**Which zincblende crystal is which, and why do bond length and band gap disagree?**

I have results for five zincblende crystals, each a metal from group 12 bonded to an element from group 16. The names are missing, but I know the five candidates, and each occurs once.

Zincblende crystals (space group F-43m), relaxed with Ansatz 0.2.0 using PBE and scalar-relativistic plane-wave PAW, without spin polarisation, at a cutoff of 420 eV and a Gaussian smearing of 0.02 eV. Energies over elements are relative to the elements' standard states in the same functional, and bulk moduli come from third-order Birch–Murnaghan fits. Candidates: CdS, ZnS, CdTe, CdSe, ZnSe.

| row | energy over elements (eV/atom) | band gap on mesh (eV) | Bader charge, site A (e) | bulk modulus (GPa) |
| --- | --- | --- | --- | --- |
| A | -0.658 | 1.042 | 0.85 | n/a |
| B | -0.465 | 0.587 | 0.53 | 35.1 |
| C | -0.633 | 0.494 | 0.72 | 44.7 |
| D | -0.713 | 1.154 | 0.75 | 56.6 |
| E | -0.822 | 2.016 | 0.89 | 69.5 |

My first idea was to sort by band gap, because gaps usually shrink as the elements get heavier. That makes C, with the smallest gap, the telluride. The table leaves out the bond lengths, but I have them too: 2.566 Å for A, 2.865 Å for B, 2.683 Å for C, 2.482 Å for D and 2.357 Å for E. Sorting by bond length makes B the telluride instead. Which property should I trust, and can all five rows be named with certainty?

**Answer**

Trust the bond length first. It fixes three of the names with almost no theory, and it shows exactly where the doubt remains.

Atoms grow down a group of the periodic table: Cd is larger than Zn, and the size rises from S through Se to Te. In zincblende every atom has four neighbours of the other kind, so the shortest distance is the length of the metal–anion bond. ZnS joins the smallest metal to the smallest anion and must have the shortest bond, which is row E. CdTe joins the two largest atoms and must be row B.

CdSe follows by the same logic. It is larger than CdS, which has the same metal, and larger than ZnSe, which has the same anion. It therefore comes second in length after CdTe, and that is row C. Your gap-based choice of C as the telluride is ruled out.

Rows A and D are left for ZnSe and CdS. Each of these crystals has one small and one large partner, so the ordering alone does not decide between them. The usual simple model for such bonds is a sum of two radii,

$$d \approx r_\mathrm{metal} + r_\mathrm{anion},$$

where $d$ is the shortest distance. It requires that the bonds of ZnS and CdSe together equal those of ZnSe and CdS together. The two sums are 5.040 and 5.048 Å, so the model works very well, but it works equally well if the names of A and D are exchanged.

**Breaking the tie by size**

On the way from ZnS to CdSe, one atom can be replaced at a time. One replacement lengthens the bond by about 0.20 Å, the other by only about 0.12 Å. The remaining question is whether the larger step belongs to the metal or to the anion.

The periodic table suggests an answer. Sulfur has no filled d shell, whereas selenium comes after the first row of transition metals and has a filled 3d shell. Those ten d electrons screen the ten added nuclear charges incompletely, so the outer electrons of selenium are pulled inwards and the atom is only a little larger than sulfur. Zinc already has the filled 3d shell, and going to cadmium adds a full new period without this first contraction. That is the same kind of step as from selenium to tellurium.

The sure rows C and B supply the size of that step. From CdSe to CdTe the bond grows by 2.865 − 2.683 = 0.182 Å. Suppose that Zn to Cd costs the same. Starting from ZnS, the bond of CdS should then be

$$2.357 + 0.182 = 2.539\ \text{Å}.$$

Row A misses this estimate by 0.027 Å and row D by 0.057 Å, so A is the better candidate for CdS. The estimate has no adjusted constant and uses only rows whose names are already sure. Its margin is thin, though, because equal steps for a metal and an anion are a plausible assumption and no law. If the true metal step were below about 0.17 Å, the estimate would lie nearer to D.

Standard tetrahedral radii point the same way. Rough values are 1.3 Å for Zn, 1.5 Å for Cd, 1.0 Å for S and 1.1 Å for Se, which makes CdS about 0.1 Å longer than ZnSe. Radii rounded this coarsely could hide a difference of that size, so I would count them as support and look for a different kind of clue.

**Breaking the tie by charge**

The Bader charge is such a clue. It is the number of electrons of the neutral atom less the number found in the atom's region of the crystal, which is bounded by the surface where the density between neighbours is lowest. "Site A" in that column head means the metal site and has no connection with row A. A larger value means that the metal has given up more electrons.

The charges of E and A lie close together, at 0.89 and 0.85 e. Those of D and C form a second pair, at 0.75 and 0.72 e. We already know that E is a sulfide and C a selenide. If A is CdS, the pairs are the two sulfides and the two selenides, and the anion controls the charge. If A is ZnSe, the pairs are the two zinc and the two cadmium compounds, and the metal controls it.

Atomic physics favours the first reading. A sulfur atom holds its electrons more tightly than a selenium atom, so it should leave the metal more positive. The second reading would need a marked fall in charge from zinc to cadmium, although cadmium is the easier of the two to ionise. The sure pair C and B also shows that changing only the anion, from Se to Te, can lower the charge by 0.19 e.

This argument has a weak spot. Even under the preferred naming, the charge falls by 0.03 to 0.04 e from Zn to Cd, against the order of the ionisation energies. I have no tested explanation for that small step. The zinc and cadmium runs also use different kinds of PAW dataset, which may contribute to it. Pauling's electronegativities would allow a small fall, because they place cadmium slightly above zinc. They cannot decide the naming, though, since metal and anion differ by about 0.9 in both ZnSe and CdS. The preferred naming is the one that leaves the smaller contradiction.

**Why the bulk modulus does not help**

The bulk modulus, the resistance to uniform compression, looks like an independent property, but here it mostly repeats the bond length. In crystals of this type it is known to fall roughly as $d^{-3.5}$. The product of bulk modulus and $d^{3.5}$ stays within about 2% of its mean over the four rows that have a value. For row A, which has none, that mean gives about 51 GPa from the bond length alone, whichever name the row carries.

My assignment is therefore E = ZnS, C = CdSe and B = CdTe, all sure, with D = ZnSe and A = CdS well supported by two different arguments but not proved. Here are the labels:

The rows with their labels:

| formula | element on site A | Z A | element on site B | Z B | volume per atom (Å³) | shortest distance (Å) | k mesh | energy over elements (eV/atom) | band gap on mesh (eV) | Bader charge, site A (e) | bulk modulus (GPa) |
| --- | --- | --- | --- | --- | --- | --- | --- | --- | --- | --- | --- |
| ZnS | Zn | 30 | S | 16 | 20.16 | 2.357 | 10×10×10 | -0.822 | 2.016 | 0.89 | 69.5 |
| ZnSe | Zn | 30 | Se | 34 | 23.54 | 2.482 | 8×8×8 | -0.713 | 1.154 | 0.75 | 56.6 |
| CdS | Cd | 48 | S | 16 | 26.02 | 2.566 | 8×8×8 | -0.658 | 1.042 | 0.85 | n/a |
| CdSe | Cd | 48 | Se | 34 | 29.74 | 2.683 | 10×10×10 | -0.633 | 0.494 | 0.72 | 44.7 |
| CdTe | Cd | 48 | Te | 52 | 36.22 | 2.865 | 10×10×10 | -0.465 | 0.587 | 0.53 | 35.1 |

All five names agree.

**What went wrong with the gap**

The gap mixes two influences, the size of the crystal and the kinds of atoms in it. Stretching these crystals narrows the gap, because the lowest empty state is an antibonding combination of s orbitals and comes down in energy when the atoms overlap less. Calculations on the same crystals at other volumes let us estimate how much each contributes.

For the exchange of the metal in the selenides, size explains most of the difference. At their own volumes ZnSe and CdSe differ in gap by 0.66 eV. When ZnSe is stretched and CdSe squeezed until both have about 26 Å³ per atom, only 0.04 eV of that difference is left. So close a match is partly luck in the choice of volume, because the gap of ZnSe changes about twice as fast with volume as that of CdSe. At a clearly smaller or larger common volume, a bigger difference should remain. Your rule of thumb works here mainly because cadmium makes the crystal larger.

For the exchange of Se by Te, size is not enough. At a common volume of about 31.9 Å³ per atom, CdTe has a gap 0.62 eV wider than CdSe. At their natural volumes the larger size of CdTe uses up most of this advantage, but not all of it, and the computed gap of CdTe stays 0.09 eV above that of CdSe. That small remainder is what misled you.

The remainder should not be taken for a property of the real materials. The calculation leaves out spin–orbit coupling, which splits the top of the valence band and raises its upper part by about a third of the splitting. With rough splittings of 0.4 eV for CdSe and 0.9 eV for CdTe, the gaps become about 0.36 and 0.29 eV, and the order reverses. PBE also makes such gaps much too small in general: it gives 2.0 eV for ZnS, where experiment finds roughly 3.7 eV.

The gap would have been a poor judge between ZnSe and CdS as well. Their computed gaps differ by 0.11 eV, and the neglected spin–orbit shift in a selenide is of about that size.

When you have to name unlabelled crystals of one structure, start with the bond length and fix the rows that follow from the order of atomic sizes alone. Use the steps between those sure rows, and then the charges, for the pairs that remain. Compare gaps only after checking that their differences are larger than the errors that change from one crystal to the next, such as the missing spin–orbit shift.
